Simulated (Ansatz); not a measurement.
# AlAs: the cost of one run

Method: DFT PBE+D3(BJ), scalar-relativistic, plane waves, PAW, in Ansatz 0.2.0.

1 further run of the same task is left out (set aside as unsound or not needed).

## (1) The structure to begin with

It takes space group F-43m (No. 216, cubic). Conventional cell: a = 5.661 Å, b = 5.661 Å, c = 5.661 Å, α = 90.00°, β = 90.00°, γ = 90.00°. Al (site symmetry -43m) has 4 As at 2.45 Å as nearest neighbours. As (site symmetry -43m) is surrounded by 4 Al at 2.45 Å.

Structure file:

```
Al As
1.0
     0.00000    2.83040    2.83040
     2.83040    0.00000    2.83040
     2.83040    2.83040    0.00000
Al As
1 1
Direct
  0.00000 0.00000 0.00000
  0.75000 0.75000 0.75000
```

The structure comes from the Crystallography Open Database.

(A quick probe on a coarse mesh, which set the mesh and smearing, is not shown.)

## (3) The relaxation

Contents of input.yaml:

```yaml
crystal:
  lattice:
    - [0.0, 2.8304, 2.8304]
    - [2.8304, 0.0, 2.8304]
    - [2.8304, 2.8304, 0.0]
  atoms:
    - { symbol: Al, position: [0.0, 0.0, 0.0] }
    - { symbol: As, position: [0.75, 0.75, 0.75] }
basis:
  ecutwfc: 420
kpoints:
  mp_grid: { grid: [8, 8, 8] }
hamiltonian:
  xc: pbe
  dispersion: d3bj
scf:
  occupations: { method: gaussian, width: 0.02 }
output:
  forces: true
  stress: true
  eigenvalues: true
  write_density: true
  write_potential: true
  elf: true
  volumetric_format: npy
relax:
  adjacent_minimum: "off"
  f_tol: 0.005
  max_steps: 80
  cell: { stress_tol: 0.05 }
```

Launch:

```bash
$ ansatz run input.yaml --threads 4 --pin off --max-ram 10240MiB --backend cpu --events-out ev --progress --plain --runs-dir out
```

Q: Estimate wall time and peak memory on 4 threads of Arm Neoverse V2, shared host.

About 1.7 s, with a peak of 0.31 GiB.
